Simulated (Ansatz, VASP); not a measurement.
**Fe2O3 in VASP and in Ansatz**

```
Fe O
1.0
     2.51900    1.45435    4.59067
    -2.51900    1.45435    4.59067
     0.00000   -2.90869    4.59067
Fe O
4 6
Direct
  0.85530 0.85530 0.85530
  0.64470 0.64470 0.64470
  0.14470 0.14470 0.14470
  0.35530 0.35530 0.35530
  0.05590 0.44410 0.75000
  0.75000 0.05590 0.44410
  0.44410 0.75000 0.05590
  0.94410 0.55590 0.25000
  0.25000 0.94410 0.55590
  0.55590 0.25000 0.94410
```

Alike in both runs: task single point; functional PBE; k mesh 4 × 4 × 4; occupations fermi-dirac, width 0.05 eV; collinear spin; Hubbard terms Fe d U = 4.4 eV.

|  | VASP | Ansatz |
| --- | --- | --- |
| version | VASP 6.6.1 | Ansatz 0.2.0 |
| potentials or method | VASP PAW PBE potentials, release 64 (Fe, O) | PAW, plane waves, scalar-relativistic |
| plane-wave cutoff (eV) | 520 | 420 |
| valence electrons in the cell | 68 | 100 |

```tsv
	VASP	Ansatz	Ansatz less VASP
pressure (GPa)	8.5	14.3	+5.78
largest component of the traceless stress (GPa)	2.67	3.24	+0.564
rms of the force components (eV/Å)	0.149	0.117	-0.0320
net moment per atom (μB)	2.00	2.00	0.000
size of the moment on the site where the two differ most (μB)	4.37	3.92	-0.443
```

Site moments also hang on the region over which each program counts them. The programs project onto different local orbitals, so the same U acts differently. Atom by atom the forces differ by 0.063 eV/Å (rms over components). The two sets of potentials don't hold the same shells in valence.

A k mesh can miss the band edges. The state reached can hang on the start; a lower one may exist.
